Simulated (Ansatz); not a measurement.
Set up this calculation in Ansatz 0.2.0, as the native input.

```
Task                : single point
Functional          : PBEsol
Potentials or basis : Ansatz PAW
Cutoff              : 420 eV (not typed: the program's choice for these potentials)
k mesh              : 10 × 10 × 3
Occupations         : fermi-dirac, width 0.05 eV
Spin                : collinear spin, ferromagnetic start
Starting moments    : [2.5, 2.5, 2.5, 2.5] μB
Fixed moment        : 10 μB
```

The system is Co.

```
CELL_PARAMETERS angstrom
2.47056 0.00000 0.00000
-1.23528 2.13957 0.00000
0.00000 0.00000 8.08823
ATOMIC_POSITIONS crystal
Co 0.66667 0.33333 0.75000
Co 0.00000 0.00000 0.50000
Co 0.33333 0.66667 0.25000
Co 0.00000 0.00000 0.00000
```

These files were run (other wordings do the same):

input.yaml

```yaml
crystal:
  lattice:
    - [2.4705617809, 0.0, 0.0]
    - [-1.2352808905, 2.1395692639, 0.0]
    - [0.0, 0.0, 8.0882338]
  atoms:
    - { symbol: Co, position: [0.6666666667, 0.3333333333, 0.75], spin: 2.5 }
    - { symbol: Co, position: [0.0, 0.0, 0.5], spin: 2.5 }
    - { symbol: Co, position: [0.3333333333, 0.6666666667, 0.25], spin: 2.5 }
    - { symbol: Co, position: [0.0, 0.0, 0.0], spin: 2.5 }
hamiltonian:
  xc: pbesol
  pseudopotentials: { kind: paw }
magnetization:
  spin_polarized: true
  initial_magnetization: 10.0
  spin_locking: { lock_magnetization: hard }
kpoints:
  mp_grid: { grid: [10, 10, 3] }
scf:
  occupations: { method: fermi_dirac, width: 0.05 }
  lower_state_search: "off"
output:
  forces: true
  stress: true
  eigenvalues: true
```

Potentials or basis: Ansatz PAW.

Launch:

```sh
$ ansatz run input.yaml --threads 2 --pin off --max-ram 5632MiB --backend cpu --events-out ev --progress --plain --runs-dir out
```

Results of the run:

| Property | Result |
| --- | --- |
| Pressure | 17.2 GPa |
| Net moment | 10.00 μB per cell |
| Absolute moment | 10.00 μB per cell |
| Site moments | Co +2.42, +2.41 μB |

Caveat: the total moment is fixed, so each spin has its own Fermi level; the PAW data sets come from PBE, with cores solved anew for the run's functional, which leaves a small shift of forces and pressure; the thresholds are loose for stress.

Wall time 5.9 s on 2 threads of Arm Neoverse N1, on a shared host, peak memory 0.36 GiB.
